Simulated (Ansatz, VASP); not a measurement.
# Two plane-wave programs on KF

```
K F
1.0
     0.00000    2.67350    2.67350
     2.67350    0.00000    2.67350
     2.67350    2.67350    0.00000
K F
1 1
Direct
  0.00000 0.00000 0.00000
  0.50000 0.50000 0.50000
```

Alike in both runs: task single point; functional LDA; k mesh 6 × 6 × 6; occupations gaussian, width 0.1 eV; no spin polarisation.

|  | VASP | Ansatz |
| --- | --- | --- |
| version | VASP 6.6.1 | Ansatz 0.2.0 |
| potentials or method | VASP PAW LDA potentials, release 64 (K_sv, F) | scalar-relativistic, plane waves, PAW |
| plane-wave cutoff (eV) | 520 | 420 |
| valence electrons in the cell | 16 | 16 |

Ansatz gave:

* gap on the k mesh at the Fermi level (eV): 5.80
* least direct gap on the mesh (eV): 5.80
* pressure (GPa): -3.5

**Question.** What did VASP give for the same quantities?

**Answer.** gap on the k mesh at the Fermi level (eV): 5.78; least direct gap on the mesh (eV): 5.78; pressure (GPa): -3.5.

Expect the measured gap to be larger: semilocal functionals such as LDA lack the derivative discontinuity.
